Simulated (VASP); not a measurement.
Write the native input for VASP 6.6.1 that does the following.

```
Task                   : relaxation of cell and atoms
Functional             : r2SCAN
Dispersion             : rVV10
Potentials or basis    : VASP PAW PBE potentials, release 64 (Cu, O)
Cutoff                 : 600 eV
k mesh                 : 11 × 11 × 10
Occupations            : gaussian, width 0.05 eV
Spin                   : no spin polarisation
Further INCAR settings : ALGO = Normal; EDIFF = 1e-06; IBRION = 2; EDIFFG = -0.02; NSW = 40; ISIF = 3
```

The structure of CuO lies in POSCAR:

```
CuO
1.0
    2.8363251100      0.0000000000      0.0000000000
   -1.4181625500      2.4563296000      0.0000000000
    0.0000000000      0.0000000000      2.7681127800
Cu O
1 1
Direct
    0.0000000000      0.0000000000      0.0000000000
    0.6666666667      0.3333333333      0.5000000000
```

Measurements of this composition are mostly on another form, of space group No. 15.

These files were run (other wordings do the same):

INCAR

```
SYSTEM = CuO
PREC = Accurate ; ENCUT = 600
EDIFF = 1E-6 ; ISMEAR = 0
SIGMA = 0.05 ; LREAL = .False.
LASPH = .True. ; NELM = 80
ALGO = Normal ; ISIF = 3
LWAVE = .False. ; LCHARG = .False.
METAGGA = R2SCAN ; LMIXTAU = .True.
LUSE_VDW = .True. ; IVDW_NL = 2
BPARAM = 11.95 ; CPARAM = 0.0093
IBRION = 2 ; NSW = 40
EDIFFG = -0.02
```

KPOINTS

```
regular mesh
0
Gamma
  11 11 10
  0 0 0
```

Potentials or basis: VASP PAW PBE potentials, release 64 (Cu, O).

The run is started by

```console
$ cat potpaw_PBE.64/Cu/POTCAR potpaw_PBE.64/O/POTCAR > POTCAR
$ mpirun -np 1 vasp_std > vasp.out
```

It gave:

```yaml
Relaxed_volume: 9.23 Å³/atom
Relaxed_cell: a = 2.834 Å, b = 2.834 Å, c = 2.654 Å, α = 90.00°, β = 90.00°, γ = 120.00°
Space_group_after_relaxing_to_0.05_Å: P-6m2 (No. 187)
Energy_gained_by_relaxing: 23.0 meV/atom
Ionic_steps: 5
Pressure_after_relaxing: 0.0 GPa
Band_gap_on_the_k_mesh: none (metal or under the smearing width)
```

Caveat: the PAW data sets were made with another functional, which shifts forces and pressure a little; an odd number of electrons without spin polarisation forces a metal; a magnetic or distorted state may lie lower; the run has no spin polarisation, though such a crystal can be magnetic; semilocal functionals often make such compounds metallic where correlation or magnetic order opens a gap, which also shifts bond lengths.

Wall time 4.8 min on 1 thread of Intel(R) Xeon(R) Platinum 8488C (Sapphire Rapids), with other jobs on the host, peak memory 0.24 GiB.
